# Stretching a film of zincblende GaN

## The question

A film grown on a substrate with a larger lattice is stretched in its plane and contracts along its normal. How do its gap and its stress respond at 2 % stretch? Six relatives of GaN have been calculated with r2SCAN and spin–orbit coupling, and they are the basis for a forecast of the seventh.

Zincblende crystals relaxed with r2SCAN, then calculated with r2SCAN and spin–orbit coupling (Ansatz 0.2.0, plane-wave PAW, 500 eV cutoff). Changes are for a 2 % stretch in the xy plane, with the cell free along the normal and the atoms relaxed again. Gaps are the least over the k mesh and the named points; pressure is positive in compression. A warning with the data says that the gaps of GaSb and InSb lack spin–orbit coupling, whereas the raw outputs of both list it as included. I follow the outputs; if the warning is right, the shear deformation potential drawn from InSb and the reading of GaSb as inverted lose their support, while the value drawn from InAs is unaffected.

```tsv
formula	element on site A	Z A	element on site B	Z B	volume per atom (Å³)	shortest distance (Å)	k mesh	band gap change (eV)	least direct gap change (eV)	unstrained band gap (eV)	energy rise per atom (meV)	unstrained gap kind	free normal strain (%)	pressure change (GPa)
GaN	Ga	31	N	7	11.38	1.948	10×10×10	?	?	?	?	?	?	?
GaP	Ga	31	P	15	20.24	2.360	8×8×8	-0.303	-0.323	1.817	7.3	indirect	-1.70	-1.90
GaAs	Ga	31	As	33	22.74	2.454	8×8×8	-0.278	-0.278	0.858	6.8	direct	-1.72	-1.55
GaSb	Ga	31	Sb	51	28.82	2.655	8×8×8	-0.170	-0.143	0.200	6.1	direct	-1.72	-1.07
InP	In	49	P	15	25.77	2.558	8×8×8	-0.210	-0.210	1.000	6.0	direct	-2.26	-1.14
InAs	In	49	As	33	28.50	2.645	8×8×8	0.034	0.142	0.000	5.3	zero	-2.19	-0.99
InSb	In	49	Sb	51	35.27	2.840	6×6×6	0.054	0.127	0.000	5.0	zero	-2.19	-0.75
```

## Which gaps can be compared

GaAs and InP keep a direct gap at Γ, the centre of the Brillouin zone, and it shrinks. GaP has an indirect gap, so its least direct gap is the one to compare.

InAs and InSb start from zero gap because r2SCAN puts their s-like level below the p-like valence top. The real crystals have open gaps. In the calculation, strain splits the half-filled p-like top and so opens a gap. Their positive changes are therefore not a widening of a normal gap.

## Two ways to shrink a gap

The conduction edge at Γ is s-like and antibonding. When the volume grows, neighbouring atoms overlap less and this level falls towards the valence top.

The change of shape acts on the valence top. In-plane stretch tilts the bonds towards the plane, so the $p_z$ state, which points along the normal, takes less part in bonding and rises. Spin–orbit coupling mixes $p_z$ with $p_x$ and $p_y$, which weakens the rise. With $Q=b(\varepsilon_\parallel-\varepsilon_\perp)$, where $\varepsilon_\parallel$ and $\varepsilon_\perp$ are the in-plane and normal strains and $b$ is the shear deformation potential, counted positive here, standard band theory gives

$$L=\tfrac12\left[Q-\Delta+\sqrt{\Delta^2+2\Delta Q+9Q^2}\right]$$

for the rise $L$ at spin–orbit splitting $\Delta$. It runs from $2Q$ without spin–orbit coupling to $Q$ when the coupling is strong.

The other half of the valence top, made of $p_x$ and $p_y$, falls by $Q$. The gaps that strain opens at Γ in InAs and InSb, about 0.14 eV in both, are taken as the distance $L+Q$ between the two halves, which holds as long as the s-like level lies below both. (The least direct gap of strained InSb, used in the table, lies slightly off Γ and is smaller.) With rough recalled values of $\Delta$, both give $b\approx1.5$ eV. One volume coefficient, fitted to the direct gaps of GaP, GaAs and InP, comes out at −8.7 eV per unit of relative volume growth. It is an average over unlike rows: taken singly, GaP and GaAs need about −10 and −9 eV and InP about −6 eV, and a row left out of the fit is missed by 0.044 eV (rms).

GaSb stayed out of the fit because its small gap may not stay normal under strain. The fitted model indeed carries it through zero, to −0.06 eV. The calculation finds a direct gap of 0.057 eV. This fits a gap that has closed and reopened with its levels exchanged, though the close match in size is partly luck, since the fit scatters by 0.03 eV. There is a second sign: the valence maximum of strained GaSb lies off Γ, as in strained InAs and InSb, so its band gap of 0.030 eV is smaller than its direct gap. That is expected for an inverted gap and not for a normal one. The orbital characters would show the exchange directly.

## The forecast for GaN

The gallium compounds contract by about 1.7 % along the normal, the indium compounds by about 2.2 %. I place GaN near the indium group, at **−2.1 ± 0.3 %**. The argument is that a more polar bond resists bending less, relative to stretching; this is a judgement, not a fit. The six relatives do not test it: their contraction follows the cation and hardly changes with the anion, so the table alone would point a gallium compound to −1.7 %.

The volume then grows by $2+2-2.1=1.9$ %, which changes the gap by $-8.7\times0.019\approx-0.17$ eV. For the shape, $Q=1.5\times(0.020+0.021)\approx0.06$ eV. Spin–orbit coupling is weak in GaN, so the valence top rises by nearly $2Q$, or 0.12 eV. Unrounded, the two parts add up to −0.2849 eV, so the forecast is a change of **−0.28 ± 0.08 eV** for band gap and direct gap alike, similar to GaAs, with the gap direct at Γ and no inversion.

Stiffness, taken as pressure change over volume growth, falls with bond length roughly as a power law in the six relatives. Extended to the much shorter GaN bond, it gives a pressure change of **−3.2 ± 0.6 GPa**. In-plane stress times strain times volume then gives an energy rise of **6.9 ± 1.3 meV per atom**, close to that of GaP. Both ranges are judged, and they are on the narrow side for a bond so far outside the fitted ones.

## The result

The withheld rows as computed:

```tsv
formula	element on site A	Z A	element on site B	Z B	volume per atom (Å³)	shortest distance (Å)	k mesh	band gap change (eV)	least direct gap change (eV)	unstrained band gap (eV)	energy rise per atom (meV)	unstrained gap kind	free normal strain (%)	pressure change (GPa)
GaN	Ga	31	N	7	11.38	1.948	10×10×10	-0.238	-0.238	2.165	7.4	direct	-2.21	-3.38
```

The four values lie within their ranges, and the two gaps change equally, as forecast. The normal contraction is 0.1 percentage points stronger than forecast, which puts GaN with the indium compounds; the table does not show that polarity is the cause. The pressure forecast is only 5 % too small in size because two errors offset each other: GaN is stiffer than the power law says, but its volume grows less.

The energy forecast is 0.5 meV too low. Part of this comes from the pressure forecast and part from the formula, which also falls short in the relatives, by up to 0.5 meV. Measured by pressure change over volume growth, GaN is 2.3 times as stiff as GaP, and its pressure change is 1.8 times as large, yet the same stretch costs almost the same energy per atom. Each atom occupies little more than half the volume, and that volume grows by a smaller fraction. Stress, rather than energy per atom, reveals the stiffer film.

The gap shrinks by 0.05 eV less than forecast, and by less than in GaAs. The model had assumed that a larger valence rise would make up for the smaller volume growth. Using the computed contraction removes little of this miss. The output below shows that the model overshoots by the same amount for InP, although InP was in the fit.

## What remains open

A volume coefficient near −6 eV would mend both GaN and InP, but it would spoil GaP and GaAs. A valence rise in GaN about a third smaller than the model's would also remove its miss, and these data cannot tell the two apart. Expanding the GaN cell by the same volume without changing its shape would isolate the first part and show which one is too large.

The analysis program printed:

```
fit of least_direct_gap_change + top on 3 rows (unstrained_band_gap > 0.5): coefficient of vol -8.74 +/- 1.1; rms 0.0318, worst InP -0.0464, leave-one-out rms 0.0444
  rows outside the fit (model, value, miss): GaN -0.1661, -0.1192, -0.0469; GaSb -0.1993, -0.07847, -0.121; InAs -0.1582, 0.2232, -0.381; InSb -0.1582, 0.2002, -0.358
fit of log(K) on 6 rows: constant 7.661 +/- 0.48, coefficient of log(shortest_bond) -3.793 +/- 0.51; rms 0.0601, worst GaSb 0.109, leave-one-out rms 0.078
  rows outside the fit (model, value, miss): GaN 5.132, 5.241, -0.109
Model parts with GaN at its forecast strain:
   row  volume growth %  computed stiffness GPa  volume part eV  valence rise eV  model direct gap change eV  energy from stress meV
   GaN              1.9                   188.8         -0.1661           0.1188                     -0.2849                   6.856
   GaP              2.3                   82.61          -0.201          0.09319                     -0.2942                   7.201
  GaAs             2.28                   67.98         -0.1993          0.07234                     -0.2716                     6.6
  GaSb             2.28                   46.93         -0.1993          0.06453                     -0.2638                   5.774
   InP             1.74                   65.52         -0.1521           0.1043                     -0.2564                   5.501
  InAs             1.81                    54.7         -0.1582          0.08122                     -0.2394                   5.283
  InSb             1.81                   41.44         -0.1582          0.07324                     -0.2314                   4.953
Shear deformation potential from InAs in eV: 1.495
Shear deformation potential from InSb in eV: 1.555
GaSb signed gap after strain in the model in eV: -0.06381
GaSb computed direct gap after strain in eV: 0.057
GaSb signed change if the gap has inverted in eV: -0.257
GaN normal strain forecast less computed in %: 0.11
GaN pressure change forecast in GPa: -3.217
GaN pressure change forecast less computed in GPa: 0.1626
GaN energy rise forecast less computed in meV per atom: -0.5441
GaN gap change forecast less computed in eV: -0.0469
GaN direct gap change forecast less computed in eV: -0.0469
GaN gap change in the model at the computed normal strain in eV: -0.2786
GaN stiffness over GaP stiffness: 2.286
```
